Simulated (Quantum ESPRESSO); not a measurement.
# AlNi in Quantum ESPRESSO: the effect of functional

AlNi:

```
CELL_PARAMETERS angstrom
2.88100 0.00000 0.00000
0.00000 2.88100 0.00000
0.00000 0.00000 2.88100
ATOMIC_POSITIONS crystal
Ni 0.50000 0.50000 0.50000
Al 0.00000 0.00000 0.00000
```

Alike in all runs:

* Program: Quantum ESPRESSO 7.5
* Task: phonons
* Cutoff: 612 eV
* Density cutoff: 4898 eV
* k mesh: 6 × 6 × 6
* Occupations: cold, width 0.2 eV
* Spin: collinear spin, ferromagnetic start
* Starting moments: [1.0, 0.0] μB

Each run relaxes the cell or the atoms first.

Task: One run gave: relaxed volume 11.74 Å³/atom. Which functional did it use?
A. PBEsol
B. revPBE
C. LDA
D. BLYP
E. PW91

Result: A.

| functional | potentials or basis | relaxed volume (Å³/atom) |
| --- | --- | --- |
| LDA | GBRV 1.5 LDA | 11.40 |
| PBEsol | GBRV 1.5 PBEsol | 11.74 |
| revPBE | GBRV 1.5 PBE | 12.31 |
| PW91 | GBRV 1.5 PBE | 12.09 |
| BLYP | GBRV 1.5 PBE | 12.48 |

Caveats: all runs use coarse meshes; the mesh is thin for the phonons of a metal; the potentials were made for another functional, which shifts forces and pressure (some runs); the acoustic modes lie far from zero, so the frequencies are unreliable (some runs).

Runs at the PBE level aren't shown here.
